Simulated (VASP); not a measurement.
# CoSi2 (Fm-3m) in VASP: density of states with PBE

Aim: the density of states of CoSi2 with PBE.

All numbers are computed with VASP 6.6.1; they aren't measurements. Logs are shortened: lines on timing, memory, paths and dates and some standing lists are left out, and cuts for length are marked.

## Step 1: Starting point

Symmetry: Fm-3m, No. 225, cubic system. Conventional cell: a = 5.360 Å, b = 5.360 Å, c = 5.360 Å, α = 90.00°, β = 90.00°, γ = 90.00°. Co (site symmetry m-3m) is surrounded by 8 Si at 2.32 Å. Si (site symmetry -43m) has 4 Co at 2.32 Å as nearest neighbours.

## Step 2: Density of states, PBE

POSCAR reads:

```
CoSi2
1.0
    0.0000000000      2.6799218064      2.6799218064
    2.6799218064      0.0000000000      2.6799218064
    2.6799218064      2.6799218064      0.0000000000
Co Si
1 2
Direct
    0.0000000000      0.0000000000      0.0000000000
    0.2500000000      0.2500000000      0.2500000000
    0.7500000000      0.7500000000      0.7500000000
```

INCAR.step1 reads:

```
PREC = Accurate
ENCUT = 520
EDIFF = 1E-6
ISMEAR = 0
SIGMA = 0.1
LREAL = False
LASPH = True
NELM = 80
ALGO = Fast
ISIF = 2
LWAVE = False
LCHARG = True
LMAXMIX = 4
GGA = PE
NBANDS = 16
```

KPOINTS.step1 reads:

```
regular mesh
0
Gamma
  14 14 14
```

INCAR.step2 reads:

```
PREC = Accurate
ENCUT = 520
EDIFF = 1E-6
ISMEAR = -5
SIGMA = 0.1
LREAL = False
LASPH = True
NELM = 80
ALGO = Fast
ISIF = 2
LWAVE = False
LCHARG = False
LMAXMIX = 4
GGA = PE
LORBIT = 10
NEDOS = 1001
ICHARG = 11
```

KPOINTS.step2 reads:

```
regular mesh
0
Gamma
  21 21 21
```

Potentials or basis: VASP PAW PBE potentials, release 64 (Co, Si).

On the command line:

```bash
> cat potpaw_PBE.64/Co/POTCAR potpaw_PBE.64/Si/POTCAR > POTCAR
> cp INCAR.step1 INCAR
> cp KPOINTS.step1 KPOINTS
> mpirun -np 1 vasp_std > vasp.out
> cp INCAR.step2 INCAR
> cp KPOINTS.step2 KPOINTS
> mpirun -np 1 vasp_std > vasp.out
```

OUTCAR:

```text
PREC = Accurate
   ENCUT = 520
   EDIFF = 1E-6
   ISMEAR = -5
   LREAL = False
   LASPH = True
   NELM = 80
   ISIF = 2
   GGA = PE
   LORBIT = 10
   ICHARG = 11

 ion  position               nearest neighbor table
   1  0.000  0.000  0.000-   2 2.32   3 2.32   3 2.32   3 2.32   3 2.32   2 2.32   2 2.32   2 2.32

   2  0.250  0.250  0.250-   1 2.32   1 2.32   1 2.32   1 2.32   3 2.68   3 2.68   3 2.68   3 2.68
                             3 2.68   3 2.68
   3  0.750  0.750  0.750-   1 2.32   1 2.32   1 2.32   1 2.32   2 2.68   2 2.68   2 2.68   2 2.68
                             2 2.68   2 2.68

  LATTYP: Found a face centered cubic cell.
 ALAT       =     5.3598436128

  Lattice vectors:

 A1 = (   0.0000000000,   2.6799218064,   2.6799218064)
 A2 = (   2.6799218064,   0.0000000000,   2.6799218064)
 A3 = (   2.6799218064,   2.6799218064,   0.0000000000)

Analysis of symmetry for initial positions (statically):
=====================================================================
 Subroutine PRICEL returns:
 Original cell was already a primitive cell.

 Routine SETGRP: Setting up the symmetry group for a
 face centered cubic supercell.

 Subroutine GETGRP returns: Found 48 space group operations
 (whereof 48 operations were pure point group operations)
 out of a pool of 48 trial point group operations.

The static configuration has the point symmetry O_h .

Analysis of symmetry for dynamics (positions and initial velocities):
=====================================================================
 Subroutine PRICEL returns:
 Original cell was already a primitive cell.

 Routine SETGRP: Setting up the symmetry group for a
 face centered cubic supercell.

 Subroutine GETGRP returns: Found 48 space group operations
 (whereof 48 operations were pure point group operations)
 out of a pool of 48 trial point group operations.

The dynamic configuration has the point symmetry O_h .

 Subroutine INISYM returns: Found 48 space group operations
 (whereof 48 operations are pure point group operations),
 and found     1 'primitive' translations

----------------------------------------------------------------------------------------

                                     Primitive cell

  volume of cell :      38.4943

  direct lattice vectors                    reciprocal lattice vectors
     0.000000000  2.679921806  2.679921806    -0.186572608  0.186572608  0.186572608
     2.679921806  0.000000000  2.679921806     0.186572608 -0.186572608  0.186572608
     2.679921806  2.679921806  0.000000000     0.186572608  0.186572608 -0.186572608

  length of vectors
     3.789981765  3.789981765  3.789981765     0.323153236  0.323153236  0.323153236

  position of ions in fractional coordinates (direct lattice)
     0.000000000  0.000000000  0.000000000
     0.250000000  0.250000000  0.250000000
     0.750000000  0.750000000  0.750000000

  ion indices of the primitive-cell ions
   primitive index   ion index
                 1           1
                 2           2
                 3           3

----------------------------------------------------------------------------------------

 KPOINTS: regular mesh

Automatic generation of k-mesh.
 Grid dimensions read from file:
 generate k-points for:   21   21   21

 Generating k-lattice:

  Cartesian coordinates                     Fractional coordinates (reciprocal lattice)
    -0.008884410  0.008884410  0.008884410     0.047619048  0.000000000  0.000000000
     0.008884410 -0.008884410  0.008884410     0.000000000  0.047619048  0.000000000
     0.008884410  0.008884410 -0.008884410     0.000000000  0.000000000  0.047619048

  Length of vectors
     0.015388249  0.015388249  0.015388249

  Shift w.r.t. Gamma in fractional coordinates (k-lattice)
     0.000000000  0.000000000  0.000000000

 TETIRR: Found   1276 inequivalent tetrahedra from    55566

 Subroutine IBZKPT returns following result:
 ===========================================

 Found    286 irreducible k-points:

 Following reciprocal coordinates:
            Coordinates               Weight
  0.000000  0.000000  0.000000      1.000000
  0.047619  0.000000  0.000000      8.000000
  0.095238  0.000000  0.000000      8.000000
  0.142857  0.000000  0.000000      8.000000
  0.190476  0.000000  0.000000      8.000000
  0.238095  0.000000  0.000000      8.000000
[... 16 lines left out ...]
 -0.428571  0.047619  0.000000     24.000000
 -0.380952  0.047619  0.000000     24.000000
 [... further k-points ...]
   k-points           NKPTS =    286   k-points in BZ     NKDIM =    286   number of bands    NBANDS=     12
   number of dos      NEDOS =   1001   number of ions     NIONS =      3
   total plane-waves  NPLWV =  21952
   dimension x,y,z NGX =    28 NGY =   28 NGZ =   28
   dimension x,y,z NGXF=    56 NGYF=   56 NGZF=   56
   ions per type =               1   2
   NGX,Y,Z   is equivalent  to a cutoff of  12.28, 12.28, 12.28 a.u.
   NGXF,Y,Z  is equivalent  to a cutoff of  24.56, 24.56, 24.56 a.u.
 SYSTEM =  unknown system
   PREC   = accura    normal or accurate (medium, high low for compatibility)
   ISTART =      0    job   : 0-new  1-cont  2-samecut
   ICHARG =     11    charge: 1-file 2-atom 10-const
   ISPIN  =      1    spin polarized calculation?
   LNONCOLLINEAR =      F non collinear calculations
   LSORBIT =      F    spin-orbit coupling
   LASPH  =      T    aspherical Exc in radial PAW
   ENCUT  =  520.0 eV  38.22 Ry    6.18 a.u.   7.05  7.05  7.05*2*pi/ulx,y,z
   NELM   =     80;   NELMIN=  2; NELMDL=  0     # of ELM steps
   EDIFF  = 0.1E-05   stopping-criterion for ELM
   LREAL  =      F    real-space projection
   EDIFFG = 0.1E-04   stopping-criterion for IOM
   NSW    =      0    number of steps for IOM
   IBRION =     -1    ionic relax: 0-MD 1-quasi-New 2-CG
   NFREE  =      0    steps in history (QN), initial steepest desc. (CG)
   ISIF   =      2    stress and relaxation
   ISYM   =      2    0-nonsym 1-usesym 2-fastsym
   POTIM  = 0.5000    time-step for ionic-motion
   TEBEG  =    0.0;   TEEND  =   0.0 temperature during run
   PSTRESS=    0.0 pullay stress
   NELECT =      17.0000    total number of electrons
   NUPDOWN=      -1.0000    fix difference up-down
   EMIN   =  10.00;   EMAX   =-10.00  energy-range for DOS
   EFERMI =   0.00;   METHOD = LEGACY
   ISMEAR =    -5;   SIGMA  =   0.10  broadening in eV -4-tet -1-fermi 0-gaus
   EFERMI_NEDOS =   21; number of points for ismear=-14 and -15
   IALGO  =     68    algorithm
   IMIX   =      4    mixing-type and parameters
     AMIX     =   0.40;   BMIX     =  1.00
     AMIX_MAG =   1.60;   BMIX_MAG =  1.00
  volume/ion in A,a.u.               =      12.83        86.59
  Fermi-wavevector in a.u.,A,eV,Ry     =   1.246692  2.355905 21.146717  1.554240
  Thomas-Fermi vector in A             =   2.380858
   LORBIT       =     10    0 simple, 1 ext, 2 COOP (PROOUT), +10 PAW based schemes
   GGA     = PE    functional components
   LHFCALC =     F    Hartree Fock is set to
   AEXX    =    0.0000 exact exchange contribution
   IVDW    =     0    specifies the selected vdW correction
   LEPSILON=     F    determine dielectric tensor
   LRPA    =     F    only Hartree local field effects (RPA)
 non-spin polarized calculation
 RMM-DIIS sequential band-by-band and
 Fermi weights with tetrahedron method with Bloechl corrections
  energy-cutoff  :      520.00
  volume of cell :       38.49
 maximum number of plane-waves:      1048

 number of electron      16.9999995 magnetization

 Free energy of the ion-electron system (eV)
  ---------------------------------------------------
  ext. energy  EPLUGINS =         0.00000000
  ---------------------------------------------------
  free energy    TOTEN  =       -19.29410570 eV

  energy without entropy =      -19.29410570  energy(sigma->0) =      -19.29410570

 E-fermi :  10.0422     XC(G=0): -11.7363

 val. band max:       10.0629035475   @ k =  -0.3333   0.0476   0.0000
 cond. band min:      10.0173960408   @ k =   0.2381   0.2381   0.0000
 fundamental gap:     -0.0455075067
 Fermi energy:        10.0422447267

 k-point     1 :       0.0000    0.0000    0.0000
  band No.  band energies     occupation
      1      -3.0440      2.00000
      2       5.9964      2.00000
      3       5.9964      2.00000
      4       5.9964      2.00000
      5       8.1643      2.00000
      6       8.1643      2.00000
      7      10.7994      0.00000
      8      13.4634      0.00000
      9      13.4634      0.00000
     10      13.4715      0.00000
     11      13.5131      0.00000
     12      13.5131      0.00000

 k-point     2 :       0.0476    0.0000    0.0000
  band No.  band energies     occupation
      1      -3.0096      2.00000
      2       5.9080      2.00000
      3       6.0088      2.00000
      4       6.0088      2.00000
      5       8.1535      2.00000
      6       8.1535      2.00000
      7      10.8425      0.00000
      8      12.6290      0.00000
      9      13.0541      0.00000
     10      13.0541      0.00000
     11      13.9367      0.00000
     12      13.9651      0.00000
[... 301 lines left out ...]
 k-point    23 :      -0.4286    0.0476    0.0000
  band No.  band energies     occupation
      1      -0.1859      2.00000
      2       1.3746      2.00000
      3       6.3900      2.00000
      4       6.5240      2.00000
      5       7.8932      2.00000
      6       8.2480      2.00000
      7       8.4367      2.00000
      8       9.5528      2.00000
      9       9.8230      2.06730
     10      12.6361      0.00000
     11      13.5006      0.00000
     12      13.7725      0.00000

 k-point    24 :      -0.3810    0.0476    0.0000
  band No.  band energies     occupation
      1      -0.7210      2.00000
      2       2.0251      2.00000
      3       6.3452      2.00000
      4       6.5255      2.00000
      5       8.0495      2.00000
      6       8.0870      2.00000
      7       8.3562      2.00000
      8       9.7636      2.11657
      9      10.1602      0.26877
     10      12.6741      0.00000
     11      13.5056      0.00000
     12      13.7676      0.00000

 [... further k-points ...]

------------------------ aborting loop because EDIFF is reached ----------------------------------------

  FORCE on cell =-STRESS in cart. coord.  units (eV):
  Direction    XX          YY          ZZ          XY          YZ          ZX
  --------------------------------------------------------------------------------------
  -------------------------------------------------------------------------------------
  Total       -0.0855130     -0.0855130     -0.0855130      0.0000000      0.0000000      0.0000000
  in kB       -3.5591509     -3.5591509     -3.5591509      0.0000000      0.0000000      0.0000000
  external PRESSURE =      -3.5591509 kB  Pullay stress =       0.0000000 kB

 VOLUME and BASIS-vectors are now :
 -----------------------------------------------------------------------------
  energy-cutoff  :      520.00
  volume of cell :       38.49
      direct lattice vectors                 reciprocal lattice vectors
     0.000000000  2.679921806  2.679921806    -0.186572608  0.186572608  0.186572608
     2.679921806  0.000000000  2.679921806     0.186572608 -0.186572608  0.186572608
     2.679921806  2.679921806  0.000000000     0.186572608  0.186572608 -0.186572608

 POSITION                                       TOTAL-FORCE (eV/Angst)
 -----------------------------------------------------------------------------------
      0.00000      0.00000      0.00000        -0.000000     -0.000000      0.000000
      1.33996      1.33996      1.33996        -0.000000     -0.000000     -0.000000
      4.01988      4.01988      4.01988         0.000000      0.000000      0.000000
 -----------------------------------------------------------------------------------
    total drift:                               -0.000000     -0.000000      0.000000

  FREE ENERGIE OF THE ION-ELECTRON SYSTEM (eV)
  ---------------------------------------------------
  free  energy   TOTEN  =       -19.2941056950 eV

  energy  without entropy=      -19.2941056950  energy(sigma->0) =      -19.29410570

 total charge

# of ion       s       p       d       tot
------------------------------------------
    1        0.539   0.717   7.592   8.848
    2        0.717   0.872   0.000   1.589
    3        0.717   0.872   0.000   1.589
--------------------------------------------------
tot          1.973   2.461   7.592  12.026
```

It took 1.7 min on 1 thread of Intel Xeon Platinum 8488C (Sapphire Rapids), shared host; peak memory 0.26 GiB.

What came out:

```
Valence electrons inside the program's atomic spheres : Co 8.85; Si 1.59
```

States per cell in windows of 0.5 eV (zero at the Fermi level; states under -8 eV left out):
```csv
from (eV),total,Co1_d,Si2_p,Si3_p,Co1_p,Si2_s,Si3_s
-8.0,0.38,0.03,0.01,0.01,0.03,0.06,0.06
-7.5,0.33,0.04,0.01,0.01,0.02,0.05,0.05
-7.0,0.41,0.06,0.02,0.02,0.02,0.05,0.05
-6.5,0.37,0.06,0.03,0.03,0.01,0.03,0.03
-6.0,0.40,0.07,0.04,0.04,0.02,0.02,0.02
-5.5,0.42,0.08,0.04,0.04,0.02,0.01,0.01
-5.0,0.58,0.13,0.06,0.06,0.03,0.01,0.01
-4.5,0.95,0.31,0.10,0.10,0.04,0.01,0.01
-4.0,1.50,0.62,0.14,0.14,0.05,0.01,0.01
-3.5,0.95,0.42,0.08,0.08,0.04,0.01,0.01
-3.0,0.85,0.47,0.05,0.05,0.02,0.01,0.01
-2.5,1.23,0.86,0.05,0.05,0.02,0.00,0.00
-2.0,2.52,2.05,0.04,0.04,0.03,0.00,0.00
-1.5,1.56,1.19,0.03,0.03,0.05,0.00,0.00
-1.0,1.27,0.75,0.06,0.06,0.10,0.00,0.00
-0.5,0.82,0.37,0.06,0.06,0.09,0.00,0.00
0.0,0.39,0.16,0.03,0.03,0.05,0.00,0.00
0.5,0.26,0.09,0.02,0.02,0.03,0.01,0.01
1.0,0.17,0.05,0.01,0.01,0.02,0.01,0.01
1.5,0.47,0.23,0.02,0.02,0.02,0.04,0.04
2.0,1.03,0.38,0.05,0.05,0.03,0.09,0.09
2.5,0.57,0.16,0.04,0.04,0.02,0.04,0.04
3.0,0.29,0.08,0.01,0.01,0.01,0.01,0.01
3.5,1.18,0.34,0.11,0.11,0.03,0.03,0.03
4.0,0.80,0.17,0.08,0.08,0.03,0.02,0.02
4.5,0.41,0.07,0.05,0.05,0.01,0.02,0.02
5.0,0.45,0.07,0.05,0.05,0.01,0.01,0.01
5.5,0.46,0.06,0.05,0.05,0.01,0.01,0.01
6.0,0.27,0.03,0.03,0.03,0.01,0.01,0.01
6.5,0.14,0.01,0.02,0.02,0.00,0.00,0.00
7.0,0.04,0.00,0.01,0.01,0.00,0.00,0.00
7.5,0.03,0.00,0.00,0.00,0.00,0.00,0.00
```

Caveat: tetrahedron occupations give inexact forces and stress in metals. Spin polarisation is off, so any magnetic state and its effect on volume and gap are missing.
